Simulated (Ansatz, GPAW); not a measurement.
This is a calculation of TiC for GPAW 26.7.0 (ASE script). The cell is a database's computed one, not the measured one.

run.py

```python
from ase.dft.bandgap import bandgap
from ase.io import read, write
from ase.units import GPa
from gpaw import GPAW, PW

atoms = read('TiC.xyz')

calc = GPAW(mode=PW(800),
            xc='PBE',
            kpts={'size': (11, 11, 11), 'gamma': True},
            occupations={'name': 'methfessel-paxton', 'order': 0, 'width': 0.018000000000000002},
            nbands=18,
            convergence={'density': 1e-05, 'energy': 1e-05},
            maxiter=150,
            txt='gpaw.txt')
atoms.calc = calc
energy = atoms.get_potential_energy()
forces = atoms.get_forces()
stress = atoms.get_stress()
calc.write('gs.gpw')
write('result.traj', atoms)
print(f'Energy: {energy:.6f} eV')
print('Forces (eV/A):')
print(forces.round(4))
print('Stress (GPa):', (stress / GPa).round(3))
print('Fermi level:', round(calc.get_fermi_level(), 4), 'eV')
print(f'Gap: {bandgap(calc)[0]:.4f} eV, direct: {bandgap(calc, direct=True)[0]:.4f} eV')
```

File TiC.xyz:

```xyz
2
Lattice="0.0000000000 2.1657188437 2.1657188437 2.1657188437 0.0000000000 2.1657188437 2.1657188437 2.1657188437 0.0000000000" Properties=species:S:1:pos:R:3 pbc="T T T"
Ti     0.0000000000      0.0000000000      0.0000000000
C      2.1657188437      2.1657188437      2.1657188437
```

Potentials or basis: GPAW PAW data sets (gpaw-data 1.2.1), pw.

Command:

```console
$ OMP_NUM_THREADS=1 python run.py
```

Task: Set up the same calculation for Ansatz 0.2.0. Potentials or basis there: all-electron LAPW, scalar-relativistic.

Result: As run (cutoffs and basis follow the program's own potentials, and thresholds, step limits or extra output files can differ):

File input.yaml:

```yaml
crystal:
  lattice:
    - [0.0, 2.1657188437, 2.1657188437]
    - [2.1657188437, 0.0, 2.1657188437]
    - [2.1657188437, 2.1657188437, 0.0]
  atoms:
    - { symbol: Ti, position: [0.0, 0.0, 0.0] }
    - { symbol: C, position: [0.5, 0.5, 0.5] }
kpoints:
  mp_grid: { grid: [11, 11, 11] }
scf:
  occupations: { method: gaussian, width: 0.018 }
hamiltonian:
  xc: pbe
  pseudopotentials: { kind: all_electron, lapw: { basis_error: 0.001 } }
output:
  forces: true
  stress: true
  eigenvalues: true
```

Potentials or basis: all-electron LAPW, scalar-relativistic.

Run with:

```sh
$ ansatz run input.yaml --threads 1 --pin off --max-ram 3072MiB --backend cpu --events-out ev --progress --plain --runs-dir out
```

Both were run:

|  | GPAW | Ansatz |
| --- | --- | --- |
| Pressure | 0.9 GPa | 0.2 GPa |

Where Ansatz's input types no cutoff or centring, it takes its own default and a Γ-centred mesh.

Pressure is positive in compression.
